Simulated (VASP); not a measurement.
InP, 2 atoms in the cell. The structure is cubic, space group F-43m (No. 216). The conventional cell has a = 5.861 Å, b = 5.861 Å, c = 5.861 Å, α = 90.00°, β = 90.00°, γ = 90.00°. In (site symmetry -43m) is surrounded by 4 P at 2.54 Å. P (site symmetry -43m) has 4 In at 2.54 Å as nearest neighbours. 

- Program: VASP 6.6.1
- Task: band structure
- Functional: AM05
- Potentials or basis: VASP PAW PBE potentials, release 64 (In_d, P)
- Cutoff: 520 eV
- k mesh: 8 × 8 × 8
- Occupations: fermi-dirac, width 0.05 eV
- Spin: no spin polarisation
- Further INCAR settings: ALGO = Fast; EDIFF = 1e-06; NBANDS = 16

Potentials or basis: VASP PAW PBE potentials, release 64 (In_d, P).

Command:

```console
$ cat potpaw_PBE.64/In_d/POTCAR potpaw_PBE.64/P/POTCAR > POTCAR
$ cp INCAR.step1 INCAR
$ cp KPOINTS.step1 KPOINTS
$ mpirun -np 1 vasp_std > vasp.out
$ cp INCAR.step2 INCAR
$ cp KPOINTS.step2 KPOINTS
$ mpirun -np 1 vasp_std > vasp.out
```

Hardware: 1 thread of Intel(R) Xeon(R) 6975P-C (Granite Rapids) (shared host).

Question: How long does it take, and how much memory?

Answer: Run time: 44 s on 1 thread of Intel(R) Xeon(R) 6975P-C (Granite Rapids), on a shared host, peak memory 0.25 GiB. Counts: scf iterations 10, k points 150.
